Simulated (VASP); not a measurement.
# PtSe2 (P-3m1) in VASP: notebook, part 2 of 2

VASP 6.6.1.

## (3) Relaxation of the atoms, PBE+D3(BJ)

Contents of INCAR:

```
SYSTEM = PtSe2
ALGO = Normal ; EDIFF = 1E-6
EDIFFG = -0.005 ; ENCUT = 520
GGA = PE ; IBRION = 2
ISIF = 2 ; ISMEAR = 0
IVDW = 12 ; KPAR = 2
LASPH = .True. ; LCHARG = .False.
LREAL = .False. ; LWAVE = .False.
NELM = 60 ; NSW = 40
PREC = Accurate ; SIGMA = 0.05
```

Contents of KPOINTS:

```
k-points
0
Gamma
  10 10 8
  0 0 0
```

Contents of POSCAR:

```
PtSe2
1.0
    3.7240000000      0.0000000000      0.0000000000
   -1.8620000000      3.2250786000      0.0000000000
    0.0000000000      0.0000000000      5.3151000000
Pt Se
1 2
Direct
    0.0000000000      0.0000000000      0.0000000000
    0.3333333300      0.6666666700      0.2380952400
    0.6666666700      0.3333333300      0.7619047600
```

Potentials or basis: VASP PAW PBE potentials, release 64 (Pt, Se).

Started as:

```sh
$ cat potpaw_PBE.64/Pt/POTCAR potpaw_PBE.64/Se/POTCAR > POTCAR
$ mpirun -np 2 vasp_std > vasp.out
```

It took 2.8 min on 2 MPI ranks of AMD EPYC 7R13 (Zen 3), shared host; peak memory 0.23 GiB.

The run converged. Its results:

```yaml
Free_energy: -15.6095 eV
Energy_gained_by_relaxing: 11.2 meV/atom
Ionic_steps: 16
Pressure_after_relaxing: -0.7 GPa
Largest_force_after_relaxing: 0.005 eV/Å
Band_gap_on_the_k_mesh: none (metal or under the smearing width)
Dispersion_energy_per_atom: -0.453 eV
```

Forces in eV/Å, atoms in the order of the input:
```
Pt   0.000  0.000  0.000
Se   0.000  0.000  0.005
Se   0.000  0.000 -0.005
```

Stress tensor (GPa, compression positive):
```
 0.03  0.00  0.00
 0.00  0.03  0.00
 0.00  0.00 -2.27
```

Step by step:
| step | energy change (eV) | largest force (eV/Å) | pressure (GPa) |
| --- | --- | --- | --- |
| 1 | 0.0000 | 0.6348 | 2.63 |
| 2 | -0.0274 | 0.2660 | 0.67 |
| 3 | -0.0336 | 0.0061 | -0.77 |
| 4 | -0.0336 | 0.0056 | -0.73 |
| 5 | -0.0336 | 0.0058 | -0.73 |
| 6 | -0.0336 | 0.0057 | -0.73 |
| 7 | -0.0336 | 0.0058 | -0.73 |
| 8 | -0.0336 | 0.0058 | -0.73 |
| 9 | -0.0336 | 0.0058 | -0.73 |
| 10 | -0.0336 | 0.0058 | -0.73 |
| 11 | -0.0336 | 0.0058 | -0.73 |
| 12 | -0.0336 | 0.0057 | -0.73 |
| 13 | -0.0336 | 0.0056 | -0.73 |
| 14 | -0.0336 | 0.0054 | -0.73 |
| 15 | -0.0336 | 0.0051 | -0.73 |
| 16 | -0.0336 | 0.0048 | -0.73 |

Final structure:
```yaml
crystal:
  lattice:
    - [3.72400, 0.00000, 0.00000]
    - [-1.86200, 3.22508, 0.00000]
    - [0.00000, 0.00000, 5.31510]
  atoms:
    - { symbol: Pt, position: [0.00000, 0.00000, 0.00000] }
    - { symbol: Se, position: [0.33333, 0.66667, 0.24821] }
    - { symbol: Se, position: [0.66667, 0.33333, 0.75179] }
```

Levels at points of the mesh, in eV from the Fermi level:
| k point | band 8 | band 9 | band 10 | band 11 | band 12 | band 13 | band 14 | band 15 |
| --- | --- | --- | --- | --- | --- | --- | --- | --- |
| (0.00, 0.00, 0.00) | -2.60 | -0.95 | -0.95 | 0.21 | 1.52 | 1.52 | 3.92 | 4.01 |
| (0.50, 0.00, 0.00) | -3.29 | -3.25 | -3.17 | -2.88 | 0.71 | 2.14 | 4.65 | 5.68 |
| (0.00, 0.00, 0.50) | -2.87 | -1.80 | -1.28 | -1.28 | 2.16 | 2.16 | 4.80 | 6.09 |
| (0.50, 0.00, 0.50) | -3.30 | -3.04 | -2.62 | -1.51 | 1.06 | 1.51 | 4.19 | 4.80 |

Caveat: pairwise dispersion overbinds metals, which lowers pressure and volume. Spin-orbit coupling is left out, which matters for the levels of Pt.

## (4) Relaxation of the atoms, rev-vdW-DF2

Contents of INCAR:

```
PREC = Accurate
ENCUT = 520
EDIFF = 1E-6
ISMEAR = 0
SIGMA = 0.05
LREAL = F
LASPH = T
NELM = 80
ALGO = Fast
ISIF = 2
LWAVE = F
LCHARG = F
GGA = MK
LUSE_VDW = T
AGGAC = 0.0
PARAM1 = 0.1234
PARAM2 = 0.711357
ZAB_VDW = -1.8867
IBRION = 2
NSW = 60
EDIFFG = -0.01
KPAR = 2
```

Contents of KPOINTS:

```
regular mesh
0
Gamma
  10 10 8
```

POSCAR is that of step 3.

Started as:

```sh
$ cat potpaw_PBE.64/Pt/POTCAR potpaw_PBE.64/Se/POTCAR > POTCAR
$ mpirun -np 2 vasp_std > vasp.out
```

Wall time 3.4 min (2 MPI ranks of Intel Xeon Platinum 8259CL at 2.50GHz (Skylake/Cascade Lake), shared host); peak memory 0.44 GiB.

It converged, with:

* Free energy: -9.3944 eV
* Energy gained by relaxing: 16.6 meV/atom
* Ionic steps: 3
* Pressure after relaxing: 0.7 GPa
* Largest force after relaxing: 0.010 eV/Å
* Band gap on the k mesh: none (metal or under the smearing width)

Forces on the atoms (eV/Å):
```
Pt   0.000  0.000  0.000
Se   0.000  0.000 -0.010
Se   0.000  0.000  0.010
```

Stress tensor (GPa, compression positive):
```
 1.51  0.00  0.00
 0.00  1.51  0.00
 0.00  0.00 -1.01
```

Step by step:
```
step  energy change (eV)  largest force (eV/Å)  pressure (GPa)
   1              0.0000                0.7733            4.81
   2             -0.0407                0.3238            2.41
   3             -0.0499                0.0096            0.67
```

Final structure:
```
Pt Se
1.0
     3.72400    0.00000    0.00000
    -1.86200    3.22508    0.00000
     0.00000    0.00000    5.31510
Pt Se
1 2
Direct
  0.00000 0.00000 0.00000
  0.33333 0.66667 0.25067
  0.66667 0.33333 0.74933
```

Levels at points of the mesh, in eV from the Fermi level:
```csv
k point,band 8,band 9,band 10,band 11,band 12,band 13,band 14,band 15
"(0.00, 0.00, 0.00)",-2.58,-0.88,-0.88,0.26,1.49,1.49,3.91,3.93
"(0.50, 0.00, 0.00)",-3.21,-3.19,-3.09,-2.82,0.68,2.14,4.67,5.70
"(0.00, 0.00, 0.50)",-2.89,-1.78,-1.24,-1.24,2.16,2.16,4.84,6.05
"(0.50, 0.00, 0.50)",-3.22,-2.96,-2.50,-1.45,1.02,1.50,4.16,4.76
```

Caveat: the PAW data sets were made with another functional, which shifts forces and pressure a little. Spin-orbit coupling is left out, which matters for the levels of Pt.

## (5) Relaxation of the atoms, LDA

Contents of INCAR:

```
ALGO = Normal
EDIFF = 1E-6
EDIFFG = -0.01
ENCUT = 520
IBRION = 2
ISIF = 2
ISMEAR = 0
KPAR = 2
LASPH = T
LCHARG = F
LREAL = F
LWAVE = F
NELM = 100
NSW = 40
PREC = Accurate
SIGMA = 0.05
```

Contents of KPOINTS:

```
k-points
0
Gamma
  10 10 8
```

POSCAR is that of step 4.

Potentials or basis: VASP PAW LDA potentials, release 64 (Pt, Se).

Started as:

```sh
$ cat potpaw_LDA.64/Pt/POTCAR potpaw_LDA.64/Se/POTCAR > POTCAR
$ mpirun -np 2 vasp_std > vasp.out
```

OUTCAR:

```text
EDIFF = 1E-6
   EDIFFG = -0.01
   ENCUT = 520
   IBRION = 2
   ISIF = 2
   ISMEAR = 0
   LASPH = T
   LREAL = F
   NELM = 100
   NSW = 40
   PREC = Accurate

 ion  position               nearest neighbor table
   1  0.000  0.000  0.000-   2 2.49   3 2.49   2 2.49   3 2.49   3 2.49   2 2.49
   2  0.333  0.667  0.238-   1 2.49   1 2.49   1 2.49
   3  0.667  0.333  0.762-   1 2.49   1 2.49   1 2.49

  LATTYP: Found a hexagonal cell.
 ALAT       =     3.7240000000
 C/A-ratio  =     1.4272556391

  Lattice vectors:

 A1 = (   3.7240000000,   0.0000000000,   0.0000000000)
 A2 = (  -1.8620000000,   3.2250786000,   0.0000000000)
 A3 = (   0.0000000000,   0.0000000000,   5.3151000000)

Analysis of symmetry for initial positions (statically):
=====================================================================
 Subroutine PRICEL returns:
 Original cell was already a primitive cell.

 Routine SETGRP: Setting up the symmetry group for a
 hexagonal supercell.
[... 265 lines left out ...]
      1      -9.5554      2.00000
      2      -7.0673      2.00000
      3      -1.0413      2.00000
      4      -0.4415      2.00000
      5      -0.4415      2.00000
      6       1.9588      2.00000
      7       1.9588      2.00000
      8       3.3668      2.00000
      9       4.8986      2.00000
     10       4.8986      2.00000
     11       6.0244      0.00024
     12       7.5359      0.00000
     13       7.5359      0.00000
     14       9.7196      0.00000
[... 401 lines left out ...]
      2      -7.7029      2.00000
      3      -1.3627      2.00000
      4       0.1190      2.00000
      5       0.6127      2.00000
      6       1.4542      2.00000
      7       2.4167      2.00000
      8       2.4873      2.00000
      9       2.6626      2.00000
     10       2.7025      2.00000
     11       3.1422      2.00000
     12       6.8401      0.00000
     13       7.9262      0.00000
     14      10.1585      0.00000
     15      11.2603      0.00000

 [... further k-points ...]
[... 5 lines left out ...]
  --------------------------------------------------------------------------------------
  -------------------------------------------------------------------------------------
  Total       -0.6315723     -0.6315723     -1.0242875      0.0000000      0.0000000      0.0000000
  in kB      -15.8515684    -15.8515683    -25.7081622      0.0000000      0.0000000      0.0000000
  external PRESSURE =     -19.1370996 kB  Pullay stress =       0.0000000 kB
[... 18 lines left out ...]
  FREE ENERGIE OF THE ION-ELECTRON SYSTEM (eV)
  ---------------------------------------------------
  free  energy   TOTEN  =       -17.0162806582 eV

  energy  without entropy=      -17.0154556244  energy(sigma->0) =      -17.01586814

 reached required accuracy - stopping structural energy minimisation
```

CONTCAR:

```text
PtSe2
   1.00000000000000
     3.7240000000000002    0.0000000000000000    0.0000000000000000
    -1.8620000000000001    3.2250785999999998    0.0000000000000000
     0.0000000000000000    0.0000000000000000    5.3151000000000002
  Pt              Se
     1     2
Direct
     0.0000000000000000    0.0000000000000000    0.0000000000000000
     0.3333333300000021    0.6666666699999979    0.2413314502446296
     0.6666666699999979    0.3333333300000021    0.7586685497553703

  0.00000000E+00  0.00000000E+00  0.00000000E+00
  0.00000000E+00  0.00000000E+00  0.00000000E+00
  0.00000000E+00  0.00000000E+00  0.00000000E+00
```

Wall time 36 s (2 MPI ranks of AMD EPYC 9R45 (Zen 5), shared host); peak memory 0.2 GiB.

What came out:

```yaml
Free_energy: -17.0163 eV
Energy_gained_by_relaxing: 1.1 meV/atom
Ionic_steps: 3
Pressure_after_relaxing: -1.9 GPa
Band_gap_on_the_k_mesh: none (metal or under the smearing width)
```

Step by step:
```
step  energy change (eV)  largest force (eV/Å)  pressure (GPa)
   1              0.0000                0.1925           -0.82
   2             -0.0026                0.0865           -1.41
   3             -0.0032                0.0018           -1.91
```

Final structure:
```xyz
3
Lattice="3.7240 0.0000 0.0000 -1.8620 3.2251 0.0000 0.0000 0.0000 5.3151" Properties=species:S:1:pos:R:3 pbc="T T T"
Pt    0.0000    0.0000    0.0000
Se    0.0000    2.1501    1.2827
Se    1.8620    1.0750    4.0324
```

Levels at points of the mesh, in eV from the Fermi level:
```
           k point  band 9  band 10  band 11  band 12  band 13  band 14
(0.00, 0.00, 0.00)   -1.00    -1.00     0.13     1.64     1.64     3.82
(0.50, 0.00, 0.00)   -3.33    -3.26    -2.92     0.76     2.19     4.55
(0.00, 0.00, 0.50)   -1.74    -1.29    -1.29     2.22     2.22     4.67
(0.50, 0.00, 0.50)   -3.13    -2.78    -1.51     1.19     1.49     4.20
```

## (6) Summary

| level | potentials or basis | gap on the mesh (eV) | pressure (GPa) | largest force (eV/Å) |
| --- | --- | --- | --- | --- |
| optB88-vdW | VASP PAW PBE potentials, release 64 (Pt, Se) | none | 2.1 | 0.01 |
| PBE+D3(BJ) | VASP PAW PBE potentials, release 64 (Pt, Se) | none | -0.7 | - |
| rev-vdW-DF2 | VASP PAW PBE potentials, release 64 (Pt, Se) | none | 0.7 | 0.01 |
| LDA | VASP PAW LDA potentials, release 64 (Pt, Se) | none | -1.9 | - |

Alike in all rows: task relaxation of the atoms; no spin polarisation; cell atoms relaxed; k mesh 10 × 10 × 8; cutoff (eV) 520; smearing gaussian 0.05 eV.

Caveats: the PAW data sets were made with another functional, which shifts forces and pressure a little (some runs); pairwise dispersion overbinds metals, which lowers pressure and volume (some runs).

Absolute energies hang on the potentials; compare differences alone.
